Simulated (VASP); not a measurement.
Wanted: the native input for a VASP 6.6.1 run.

```
Task                   : single point
Functional             : PBEsol
Potentials or basis    : VASP PAW PBE potentials, release 64 (Mg, F_h)
Cutoff                 : 900 eV
k mesh                 : 6 × 6 × 8
Occupations            : gaussian, width 0.02 eV
Spin                   : no spin polarisation
Further INCAR settings : ALGO = Fast; EDIFF = 1e-06
```

The structure of MgF2 lies in POSCAR:

```
MgF2
1.0
    4.6238000000      0.0000000000      0.0000000000
    0.0000000000      4.6238000000      0.0000000000
    0.0000000000      0.0000000000      3.0533400000
Mg F
2 4
Direct
    0.5000000000      0.5000000000      0.5000000000
    0.0000000000      0.0000000000      0.0000000000
    0.6967800000      0.6967800000      0.0000000000
    0.8032200000      0.1967800000      0.5000000000
    0.3032200000      0.3032200000      1.0000000000
    0.1967800000      0.8032200000      0.5000000000
```

The cell comes from a database or a generator and needn't be the stable form of this composition.

One way to write it, as run:

INCAR

```
SYSTEM = MgF2
PREC     = Accurate       ! precision mode
ENCUT    = 900            ! plane-wave cutoff, eV
EDIFF    = 1E-6           ! SCF threshold, eV
ISMEAR   = 0              ! smearing method
SIGMA    = 0.02           ! smearing width, eV
LREAL    = .False.        ! projectors in reciprocal space
LASPH    = .True.         ! aspherical terms in the spheres
NELM     = 100            ! most SCF steps
ALGO     = Fast           ! electronic algorithm
ISIF     = 2              ! what is computed and relaxed
LWAVE    = .False.        ! write WAVECAR
LCHARG   = .False.        ! write CHGCAR
GGA      = PS             ! functional
```

KPOINTS

```
regular mesh
0
Gamma
  6 6 8
  0 0 0
```

Potentials or basis: VASP PAW PBE potentials, release 64 (Mg, F_h).

The run is started by

```bash
$ cat potpaw_PBE.64/Mg/POTCAR potpaw_PBE.64/F_h/POTCAR > POTCAR
$ mpirun -np 1 vasp_std > vasp.out
```

Results of the run:

The pressure is -0.7 GPa, the largest force is 0.003 eV/Å and the band gap on the k mesh is 6.93 eV, direct.

Caveat: the cutoff is under 1.25 times the usual one of these potentials, so pressure, stress and relaxed cells hold a basis-set (Pulay) error; the PAW data sets were made with another functional, which shifts forces and pressure a little.

It took 66 s on 1 thread of Intel(R) Xeon(R) 6975P-C (Granite Rapids) (shared host), peak memory 0.33 GiB.
